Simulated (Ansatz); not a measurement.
## Cost and result for the equilibrium volume of CdTe

The structure is cubic, space group F-43m (No. 216). Conventional cell: a = 6.410 Å, b = 6.410 Å, c = 6.410 Å, α = 90.00°, β = 90.00°, γ = 90.00°. Around Te (site symmetry -43m) lie 4 Cd at 2.78 Å. Cd (site symmetry -43m) is surrounded by 4 Te at 2.78 Å.

```csv
rung,level,program and potentials,cutoff (eV),k mesh,smearing,core time,chip,equilibrium volume (Å³/atom),miss,notes
GGA + dispersion,PBE+D4,"Ansatz, Ansatz PAW",420,7 × 7 × 7,fermi-dirac 0.05,12 s,Intel Xeon 6975P-C Granite Rapids,34.57,+1.6 %,-
GGA + dispersion,BLYP+D4,"Ansatz, Ansatz PAW",420,7 × 7 × 7,fermi-dirac 0.05,15 s,Intel Xeon Platinum 8488C Sapphire Rapids,35.14,+3.3 %,"potentials made for PBE, which Ansatz adapts in part"
GGA + dispersion,RPBE+D4,"Ansatz, Ansatz PAW",420,7 × 7 × 7,fermi-dirac 0.05,17 s,Arm Neoverse V1,34.60,+1.7 %,"potentials made for PBE, which Ansatz adapts in part"
non-local van der Waals functional,rPW86-PBE+rVV10,"Ansatz, Ansatz PAW",420,7 × 7 × 7,fermi-dirac 0.05,21 s,Arm Neoverse V1,36.27,+6.6 %,"potentials made for PBE, which Ansatz adapts in part"
GGA,PBE,"Ansatz, Ansatz PAW",420,7 × 7 × 7,fermi-dirac 0.05,26 s,Intel Xeon,(a),?,-
GGA,PBEsol,"Ansatz, Ansatz PAW",420,7 × 7 × 7,fermi-dirac 0.05,28 s,Intel Xeon,34.16,+0.4 %,"potentials made for PBE, which Ansatz adapts in part"
meta-GGA,r2SCAN,"Ansatz, Ansatz PAW",500,7 × 7 × 7,fermi-dirac 0.05,51 s,Intel Xeon Platinum 8259CL Skylake/Cascade Lake,35.22,+3.5 %,"potentials made for PBE, which Ansatz adapts in part"
hybrid,HSE06,"Ansatz, Ansatz PAW",420,4 × 4 × 4,fermi-dirac 0.05,2.4 min,Intel Xeon,35.50,+4.4 %,"coarse mesh; potentials made for PBE, which Ansatz adapts in part"
hybrid,HSEsol,"Ansatz, Ansatz PAW",420,4 × 4 × 4,fermi-dirac 0.05,2.9 min,Intel Xeon,34.13,+0.3 %,"coarse mesh; potentials made for PBE, which Ansatz adapts in part"
```

Times are single runs on shared hosts and different chips, so they are rough; meshes, cutoffs and the tasks' sizes weigh on the time. Task: relaxation of cell and atoms. All rows: no spin polarisation. Smearing widths are in eV. Meshes differ between rows, which moves values too. Meshes are those of the run's cell of 2 atoms unless a note names another. Relaxations start from the cell shown or near it and stop with a little pressure left. The cell shown, of 32.92 Å³ an atom, is the runs' start and not the measured value. Misses use the values as printed. Runs on faulty files, with rough fits or with known faults for this quantity aren't shown. No row holds spin-orbit coupling.

Measured: 34.02 Å³/atom at 300 K (a printed reference work). The runs are for a static lattice.

Estimate the value left out from the other rows.

(a) 36.22 Å³/atom, miss +6.5 %.
